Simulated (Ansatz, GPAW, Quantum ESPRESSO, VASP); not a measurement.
## Ag: 10 runs at one level of theory

```
CELL_PARAMETERS angstrom
0.00000 2.04275 2.04275
2.04275 0.00000 2.04275
2.04275 2.04275 0.00000
ATOMIC_POSITIONS crystal
Ag 0.00000 0.00000 0.00000
```

Alike in all runs: task band structure; functional PBE; k mesh 11 × 11 × 11; occupations fermi-dirac, width 0.05 eV; no spin polarisation; no spin-orbit coupling. Pressure is positive in compression and, in plane waves, holds the error of the finite cutoff, which Ansatz's Pulay term estimates and takes out.

```csv
program and potentials,plane-wave cutoff (eV),notes,pressure (GPa)
"Quantum ESPRESSO, SG15 PBE 1.2",952,19 valence electrons an atom on average,4.36
"Ansatz, Ansatz NC",960,19 valence electrons an atom on average,4.44
"Ansatz, JTH PAW",1380,11 valence electrons an atom on average; Pulay term of +0.03 GPa included,4.57
"GPAW, GPAW PAW data sets (gpaw-data 1.2.1), other valence",600,11 valence electrons an atom on average,5.90
"Quantum ESPRESSO, GBRV 1.5 PBE",612,19 valence electrons an atom on average,3.42
"VASP, PBE PAW files Ag, 500 eV",500,11 valence electrons an atom on average,4.38
"Quantum ESPRESSO, Ansatz NC SR PBE",966,19 valence electrons an atom on average,4.42
"Ansatz, PseudoDojo stringent (PBE files)",1116,19 valence electrons an atom on average; Pulay term of +0.19 GPa included,4.39
"VASP, PBE PAW files Ag, release 54, 520 eV",520,11 valence electrons an atom on average,4.26
"VASP, PBE PAW files Ag_sv_GW, 600 eV",600,19 valence electrons an atom on average,3.50
```

The pressure spans 3.42 (Quantum ESPRESSO, GBRV 1.5 PBE) to 5.90 GPa (GPAW, GPAW PAW data sets (gpaw-data 1.2.1), other valence). The pressure on the cell as given of GPAW, GPAW PAW data sets (gpaw-data 1.2.1), other valence lies far from the others; the cause wasn't traced.

The functional is the same throughout but for its coding, so the spread measures potentials, basis and numerics; runs on potential files found faulty are left out.
